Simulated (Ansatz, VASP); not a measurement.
One calculation of Ge, two programs

File INCAR:

```
SYSTEM = Ge
  PREC = Accurate
  ENCUT = 520
  EDIFF = 1E-6
  ISMEAR = 0
  SIGMA = 0.03
  LREAL = .FALSE.
  LASPH = .TRUE.
  NELM = 150
  ALGO = Normal
  ISIF = 2
  LWAVE = .FALSE.
  LCHARG = .TRUE.
  MAGMOM = 0 0 0 0 0 0
  LORBIT = 11
  LSORBIT = .TRUE.
  GGA_COMPAT = .FALSE.
  LORBMOM = .TRUE.
  GGA = PE
  LVHAR = .TRUE.
  NBANDS = 40
```

The input KPOINTS:

```
Automatic mesh
0
G
  10 10 10
  0 0 0
```

Contents of POSCAR:

```
Ge
1.0
    0.0000000000      2.8287500000      2.8287500000
    2.8287500000      0.0000000000      2.8287500000
    2.8287500000      2.8287500000      0.0000000000
Ge
2
Direct
    0.0000000000      0.0000000000      0.0000000000
    0.2500000000      0.2500000000      0.2500000000
```

Input for Ansatz:

```yaml
crystal:
  lattice:
    - [0.0, 2.82875, 2.82875]
    - [2.82875, 0.0, 2.82875]
    - [2.82875, 2.82875, 0.0]
  atoms:
    - { symbol: Ge, position: [0.0, 0.0, 0.0] }
    - { symbol: Ge, position: [0.25, 0.25, 0.25] }
scf:
  occupations: { method: gaussian, width: 0.03 }
output:
  eigenstates:
    kpoints:
      - [0.0, 0.0, 0.0]
      - [0.025, 0.025, 0.025]
      - [0.05, 0.05, 0.05]
      - [0.075, 0.075, 0.075]
      - [0.1, 0.1, 0.1]
      - [0.125, 0.125, 0.125]
      - [0.15, 0.15, 0.15]
      - [0.175, 0.175, 0.175]
      - [0.2, 0.2, 0.2]
      - [0.225, 0.225, 0.225]
      - [0.25, 0.25, 0.25]
      - [0.275, 0.275, 0.275]
      - [0.3, 0.3, 0.3]
      - [0.325, 0.325, 0.325]
      - [0.35, 0.35, 0.35]
      - [0.375, 0.375, 0.375]
      - [0.4, 0.4, 0.4]
      - [0.425, 0.425, 0.425]
      - [0.45, 0.45, 0.45]
      - [0.475, 0.475, 0.475]
      - [0.5, 0.5, 0.5]
      - [0.05, 0.05, 0.0]
      - [0.1, 0.1, 0.0]
      - [0.15, 0.15, 0.0]
      - [0.2, 0.2, 0.0]
      - [0.25, 0.25, 0.0]
      - [0.3, 0.3, 0.0]
      - [0.35, 0.35, 0.0]
      - [0.4, 0.4, 0.0]
      - [0.45, 0.45, 0.0]
      - [0.5, 0.5, 0.0]
      - [0.375, 0.375, 0.75]
      - [0.25, 0.25, 0.5]
      - [0.25, 0.5, 0.5]
      - [0.2, 0.45, 0.45]
      - [0.3, 0.55, 0.55]
      - [0.15, 0.4, 0.4]
hamiltonian:
  xc: pbe
kpoints:
  mp_grid: { grid: [10, 10, 10] }
magnetization:
  noncollinear: true
  spin_orbit: true
```

Alike in both runs: task single point; functional PBE; k mesh 10 × 10 × 10; occupations gaussian, width 0.03 eV; non-collinear spin, spin-orbit coupling.

```csv
,VASP,Ansatz
version,VASP 6.6.1,Ansatz 0.2.0
potentials or method,"VASP PAW PBE potentials, release 64 (Ge_d)","plane waves, PAW"
plane-wave cutoff (eV),520,420
valence electrons in the cell,28,28
```

```csv
,VASP,Ansatz,Ansatz less VASP
gap on the k mesh at the Fermi level (eV),none,none,-
net moment per atom (μB),0.00,0.00,0.000
```

A gap of «none» marks a metal or a gap that the smearing closes. The functional is the same, so the differences come from potentials, cutoffs and numerics.
